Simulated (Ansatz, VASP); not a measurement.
Given: the input of a run of VASP 6.6.1 on AlNi.

INCAR

```
PREC = Accurate
ENCUT = 520
EDIFF = 1E-7
ISMEAR = -1
SIGMA = 0.05
LREAL = False
LASPH = True
NELM = 120
ALGO = Normal
ISIF = 2
LWAVE = False
LCHARG = False
ISPIN = 2
MAGMOM = 1 0
LORBIT = 11
LMAXMIX = 4
GGA = PS
NBANDS = 18
```

Contents of KPOINTS:

```
Automatic mesh
0
Gamma
  9 9 9
```

File POSCAR:

```
AlNi
1.0
    2.8810000000      0.0000000000      0.0000000000
    0.0000000000      2.8810000000      0.0000000000
    0.0000000000      0.0000000000      2.8810000000
Ni Al
1 1
Direct
    0.4989740000      0.4745230000      0.4981530000
    0.0060500000      0.0109750000     -0.0022860000
```

Potentials or basis: VASP PAW PBE potentials, release 64 (Ni, Al).

The run is started by

```sh
$ cat potpaw_PBE.64/Ni/POTCAR potpaw_PBE.64/Al/POTCAR > POTCAR
$ mpirun -np 1 vasp_std > vasp.out
```

Q: Set up the same calculation for Ansatz 0.2.0. Potentials there: Ansatz PAW.

A: As run (the cutoff follows the program's own potentials):

input.yaml

```yaml
crystal:
  lattice:
    - [2.881, 0.0, 0.0]
    - [0.0, 2.881, 0.0]
    - [0.0, 0.0, 2.881]
  atoms:
    - { symbol: Ni, position: [0.498974, 0.474523, 0.498153], spin: 1.0 }
    - { symbol: Al, position: [0.00605, 0.010975, -0.002286] }
hamiltonian:
  xc: pbesol
  pseudopotentials: { kind: paw }
magnetization:
  spin_polarized: true
kpoints:
  mp_grid: { grid: [9, 9, 9] }
scf:
  occupations: { method: fermi_dirac, width: 0.05 }
output:
  forces: true
  stress: true
  eigenvalues: true
```

Potentials or basis: Ansatz PAW.

The run is started by

```sh
$ ansatz run input.yaml --threads 1 --pin off --max-ram 3584MiB --backend cpu --events-out ev --progress --plain --runs-dir out
```

Both were run:

|  | VASP | Ansatz | Ansatz less VASP |
| --- | --- | --- | --- |
| gap on the k mesh at the Fermi level (eV) | none | none | - |
| pressure (GPa) | -2.5 | -2.6 | -0.13 |
| largest component of the traceless stress (GPa) | 0.37 | 0.37 | -0.005 |
| rms of the force components (eV/Å) | 0.357 | 0.355 | -0.0022 |
| net moment per atom (μB) | 0.00 | 0.00 | 0.000 |

Atom by atom the forces differ by 0.002 eV/Å (rms over components). A gap of «none» marks a metal or a gap that the smearing closes. The two sets of potentials don't hold the same shells in valence.

Caveats: the PAW data sets were made with another functional, which shifts forces and pressure a little (VASP); the PAW data sets come from PBE, with cores solved anew for the run's functional, which leaves a small shift of forces and pressure (Ansatz); the starting moments weren't kept (Ansatz).
